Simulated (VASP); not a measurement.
# InP (F-43m) in VASP: settings compared, part 2 of 2

VASP 6.6.1. The steps go on from the part before.

## (3) Relaxation of cell and atoms, PBEsol

The input, INCAR:

```
SYSTEM = InP
PREC = Accurate
ENCUT = 580
EDIFF = 1E-7
ISMEAR = 0
SIGMA = 0.02
LREAL = .FALSE.
LASPH = .TRUE.
NELM = 100
ALGO = Normal
ISIF = 3
LWAVE = .FALSE.
LCHARG = .FALSE.
GGA = PS
IBRION = 2
NSW = 90
EDIFFG = -0.005
```

The input, KPOINTS:

```
Automatic mesh
0
G
  10 10 10
  0 0 0
```

The input, POSCAR:

```
InP
1.0
    0.0000000000      2.9519763900      2.9519763900
    2.9519763900      0.0000000000      2.9519763900
    2.9519763900      2.9519763900      0.0000000000
In P
1 1
Direct
    0.0000000000      0.0000000000      0.0000000000
    0.7500000000      0.7500000000      0.7500000000
```

Potentials or basis: VASP PAW PBE potentials, release 64 (In, P).

Command:

```
cat potpaw_PBE.64/In/POTCAR potpaw_PBE.64/P/POTCAR > POTCAR
mpirun -np 1 vasp_std > vasp.out
```

OUTCAR:

```text
SYSTEM = InP
   PREC = Accurate
   ENCUT = 580
   EDIFF = 1E-7
   ISMEAR = 0
   LREAL = .FALSE.
   LASPH = .TRUE.
   NELM = 100
   ISIF = 3
   GGA = PS
   IBRION = 2
   NSW = 90
   EDIFFG = -0.005

 ion  position               nearest neighbor table
   1  0.000  0.000  0.000-   2 2.56   2 2.56   2 2.56   2 2.56
   2  0.750  0.750  0.750-   1 2.56   1 2.56   1 2.56   1 2.56

  LATTYP: Found a face centered cubic cell.
 ALAT       =     5.9039527800

  Lattice vectors:

 A1 = (   0.0000000000,   2.9519763900,   2.9519763900)
 A2 = (   2.9519763900,   0.0000000000,   2.9519763900)
 A3 = (   2.9519763900,   2.9519763900,   0.0000000000)

Analysis of symmetry for initial positions (statically):
=====================================================================
 Subroutine PRICEL returns:
 Original cell was already a primitive cell.

 Routine SETGRP: Setting up the symmetry group for a
 face centered cubic supercell.

 Subroutine GETGRP returns: Found 24 space group operations
 (whereof 24 operations were pure point group operations)
 out of a pool of 48 trial point group operations.

The static configuration has the point symmetry T_d .

Analysis of symmetry for dynamics (positions and initial velocities):
=====================================================================
 Subroutine PRICEL returns:
 Original cell was already a primitive cell.

 Routine SETGRP: Setting up the symmetry group for a
 face centered cubic supercell.

 Subroutine GETGRP returns: Found 24 space group operations
 (whereof 24 operations were pure point group operations)
 out of a pool of 48 trial point group operations.

The dynamic configuration has the point symmetry T_d .

 Subroutine INISYM returns: Found 24 space group operations
 (whereof 24 operations are pure point group operations),
[... 130 lines left out ...]
  energy-cutoff  :      580.00
  volume of cell :       51.45
 maximum number of plane-waves:      1660
 NGX is ok and might be reduce to    36
   NGX = 17   NGY = 17   NGZ = 17

--------------------------------------- Ionic step        1  -------------------------------------------

 number of electron       7.9999999 magnetization

 Free energy of the ion-electron system (eV)
  ---------------------------------------------------
  ext. energy  EPLUGINS =         0.00000000
  ---------------------------------------------------
  free energy    TOTEN  =        -9.05418118 eV

  energy without entropy =       -9.05418118  energy(sigma->0) =       -9.05418118

------------------------ aborting loop because EDIFF is reached ----------------------------------------

  FORCE on cell =-STRESS in cart. coord.  units (eV):
  Direction    XX          YY          ZZ          XY          YZ          ZX
  --------------------------------------------------------------------------------------
  -------------------------------------------------------------------------------------
  Total        0.3176544      0.3176544      0.3176544      0.0000000     -0.0000000      0.0000000
  in kB        9.8922902      9.8922902      9.8922902      0.0000000     -0.0000000      0.0000000
  external PRESSURE =       9.8922902 kB  Pullay stress =       0.0000000 kB
[... 59 lines left out ...]
--------------------------------------- Ionic step        3  -------------------------------------------

 number of electron       7.9999999 magnetization

 Free energy of the ion-electron system (eV)
  ---------------------------------------------------
  ext. energy  EPLUGINS =         0.00000000
  ---------------------------------------------------
  free energy    TOTEN  =        -9.05638562 eV

  energy without entropy =       -9.05638562  energy(sigma->0) =       -9.05638562

 E-fermi :   3.5268     XC(G=0):  -9.0577

 val. band max:        3.4419125142   @ k =   0.0000   0.0000   0.0000
 cond. band min:       3.9257678904   @ k =   0.0000   0.0000   0.0000
 fundamental gap:      0.4838553762
 Fermi energy:         3.5267941348

 k-point     1 :       0.0000    0.0000    0.0000
  band No.  band energies     occupation
      1      -7.8412      2.00000
      2       3.4419      2.00000
      3       3.4419      2.00000
      4       3.4419      2.00000
      5       3.9258      0.00000
      6       7.5059      0.00000
      7       7.5059      0.00000
      8       7.5059      0.00000
[... 243 lines left out ...]
 k-point    24 :       0.4000    0.3000    0.0000
  band No.  band energies     occupation
      1      -6.3969      2.00000
      2      -1.2450      2.00000
      3       1.3373      2.00000
      4       1.6000      2.00000
      5       5.6473      0.00000
      6       6.3959      0.00000
      7      10.1241      0.00000
      8      10.8035      0.00000

 [... further k-points ...]

------------------------ aborting loop because EDIFF is reached ----------------------------------------

  FORCE on cell =-STRESS in cart. coord.  units (eV):
  Direction    XX          YY          ZZ          XY          YZ          ZX
  --------------------------------------------------------------------------------------
  -------------------------------------------------------------------------------------
  Total        0.0020925      0.0020925      0.0020925     -0.0000000      0.0000000      0.0000000
  in kB        0.0642588      0.0642588      0.0642588     -0.0000000      0.0000000      0.0000000
  external PRESSURE =       0.0642588 kB  Pullay stress =       0.0000000 kB
[... 17 lines left out ...]
  FREE ENERGIE OF THE ION-ELECTRON SYSTEM (eV)
  ---------------------------------------------------
  free  energy   TOTEN  =        -9.0563856154 eV

  energy  without entropy=       -9.0563856154  energy(sigma->0) =       -9.05638562

 reached required accuracy - stopping structural energy minimisation
```

OSZICAR:

```text
N       E                     dE             d eps       ncg     rms          rms(c)
DAV:   1     0.197724556840E+02    0.19772E+02   -0.34308E+03   752   0.861E+02
DAV:   2    -0.860419089965E+01   -0.28377E+02   -0.27930E+02  1120   0.965E+01
DAV:   3    -0.945232649174E+01   -0.84814E+00   -0.84814E+00   880   0.215E+01
DAV:   4    -0.945760306857E+01   -0.52766E-02   -0.52766E-02  1168   0.189E+00
[... 23 lines left out ...]
DAV:   2    -0.905657390497E+01    0.93097E-03   -0.25773E-03   832   0.254E-01    0.907E-02
DAV:   3    -0.905640744211E+01    0.16646E-03   -0.59364E-04   912   0.126E-01    0.285E-02
DAV:   4    -0.905638878496E+01    0.18657E-04   -0.24328E-05   824   0.278E-02    0.168E-02
DAV:   5    -0.905638561891E+01    0.31660E-05   -0.11118E-05   792   0.169E-02    0.104E-02
DAV:   6    -0.905638561540E+01    0.35167E-08   -0.19268E-07   920   0.352E-03
   3 F= -.90563856E+01 E0= -.90563856E+01  d E =-.220444E-02
```

Wall time 38 s (1 thread of Intel Xeon 6975P-C (Granite Rapids), shared host); peak memory 0.23 GiB.

What came out:

```yaml
Free_energy: -9.0564 eV
Relaxed_volume: 26.09 Å³/atom
Relaxed_cell: a = 4.194 Å, b = 4.194 Å, c = 4.194 Å, α = 60.00°, β = 60.00°, γ = 60.00°
Space_group_after_relaxing_to_0.05_Å: F-43m (No. 216)
Energy_gained_by_relaxing: 1.1 meV/atom
Ionic_steps: 3
Pressure_after_relaxing: 0.0 GPa
Band_gap_on_the_k_mesh: 0.48 eV, direct
```

The path:
| step | energy change (eV) | largest force (eV/Å) | pressure (GPa) | volume (Å³) |
| --- | --- | --- | --- | --- |
| 1 | 0.0000 | 0.0000 | 0.99 | 51.45 |
| 2 | -0.0013 | 0.0000 | -0.58 | 52.64 |
| 3 | -0.0022 | 0.0000 | 0.01 | 52.17 |

Final structure:
```
In P
1.0
     0.00000    2.96580    2.96580
     2.96580    0.00000    2.96580
     2.96580    2.96580    0.00000
In P
1 1
Direct
  0.00000 0.00000 0.00000
  0.75000 0.75000 0.75000
```

Levels at points of the mesh, in eV from the valence-band top:
```tsv
k point	band 2	band 3	band 4	band 5	band 6	band 7
(0.00, 0.00, 0.00)	0.00	0.00	0.00	0.48	4.06	4.06
(0.50, 0.00, 0.00)	-5.57	-0.93	-0.93	1.37	4.77	4.77
(0.50, 0.50, 0.00)	-5.62	-2.22	-2.22	1.71	2.21	8.89
```

Caveat: the PAW data sets were made with another functional, which shifts forces and pressure a little; spin-orbit coupling is left out, which moves the levels of the heavy elements. PBEsol gaps usually lie below the measured ones, often by a third to a half.

## (4) Relaxation of cell and atoms, RPBE

INCAR, as its differences from that of step 3:

```diff
@@ -2,3 +2,3 @@
 PREC = Accurate
-ENCUT = 580
+ENCUT = 600
 EDIFF = 1E-7
@@ -13,3 +13,3 @@
 LCHARG = .FALSE.
-GGA = PS
+GGA = RP
 IBRION = 2
```

KPOINTS is that of step 3.

POSCAR is that of step 3.

Potentials or basis: VASP PAW PBE potentials, release 64 (In_d, P).

Command:

```
cat potpaw_PBE.64/In_d/POTCAR potpaw_PBE.64/P/POTCAR > POTCAR
mpirun -np 1 vasp_std > vasp.out
```

Wall time 71 s (1 thread of Intel Xeon 6975P-C (Granite Rapids), shared host); peak memory 0.23 GiB.

It converged, with:

```yaml
Free_energy: -7.7548 eV
Relaxed_volume: 27.22 Å³/atom
Relaxed_cell: a = 4.254 Å, b = 4.254 Å, c = 4.254 Å, α = 60.00°, β = 60.00°, γ = 60.00°
Space_group_after_relaxing_to_0.05_Å: F-43m (No. 216)
Energy_gained_by_relaxing: 15.5 meV/atom
Ionic_steps: 3
Pressure_after_relaxing: 0.0 GPa
Band_gap_on_the_k_mesh: 0.42 eV, direct
```

The path:
```tsv
step	energy change (eV)	largest force (eV/Å)	pressure (GPa)	volume (Å³)
1	0.0000	0.0000	3.52	51.45
2	-0.0258	0.0000	-1.24	55.77
3	-0.0310	0.0000	0.01	54.43
```

Final structure:
```cif
data_structure
_symmetry_space_group_name_H-M 'P 1'
_symmetry_Int_Tables_number 1
_cell_length_a 4.2539
_cell_length_b 4.2539
_cell_length_c 4.2539
_cell_angle_alpha 60.000
_cell_angle_beta 60.000
_cell_angle_gamma 60.000
_cell_volume 54.43
loop_
_atom_site_label
_atom_site_type_symbol
_atom_site_fract_x
_atom_site_fract_y
_atom_site_fract_z
_atom_site_occupancy
In1 In 0.00000 0.00000 0.00000 1
P1 P 0.75000 0.75000 0.75000 1
```

Levels at points of the mesh, in eV from the valence-band top:
```csv
k point,band 7,band 8,band 9,band 10,band 11,band 12
"(0.00, 0.00, 0.00)",0.00,0.00,0.00,0.42,4.13,4.13
"(0.50, 0.00, 0.00)",-5.28,-0.86,-0.86,1.42,4.84,4.84
"(0.50, 0.50, 0.00)",-5.38,-2.05,-2.05,2.02,2.34,8.90
```

Caveat: the PAW data sets were made with another functional, which shifts forces and pressure a little; spin-orbit coupling is left out, which moves the levels of the heavy elements.

## (5) The runs side by side

| task | level | potentials or basis | cell | cutoff (eV) | gap on the mesh (eV) | pressure (GPa) | relaxed volume (Å³/atom) |
| --- | --- | --- | --- | --- | --- | --- | --- |
| single point | PBEsol | VASP PAW PBE potentials, release 64 (In_d, P) | as given | 520 | 0.50 | -0.9 | - |
| relaxation of cell and atoms | PBEsol | VASP PAW PBE potentials, release 64 (In, P) | relaxed | 580 | 0.48 | 0.0 | 26.09 |
| relaxation of cell and atoms | RPBE | VASP PAW PBE potentials, release 64 (In_d, P) | relaxed | 600 | 0.42 | 0.0 | 27.22 |

Alike in all rows: no spin polarisation; k mesh 10 × 10 × 10; smearing gaussian 0.02 eV.

Caveats: the PAW data sets were made with another functional, which shifts forces and pressure a little; spin-orbit coupling is left out, which moves the levels of the heavy elements.

Total energies depend on the potentials used, so only differences within one code and one set of settings carry meaning.

## (6) How close it comes

Step 2. A measured gap of InP is 1.4236 eV (direct; 1.6 K; a printed reference work, data compilation); the calculated 0.50 eV misses it by -0.93 eV. Spin-orbit coupling on In is left out. The value is that of PBEsol, without temperature or zero-point motion. Semilocal functionals fall short of measured gaps as a rule. The cell is a database's relaxed one, not the measured one, which moves gaps too.
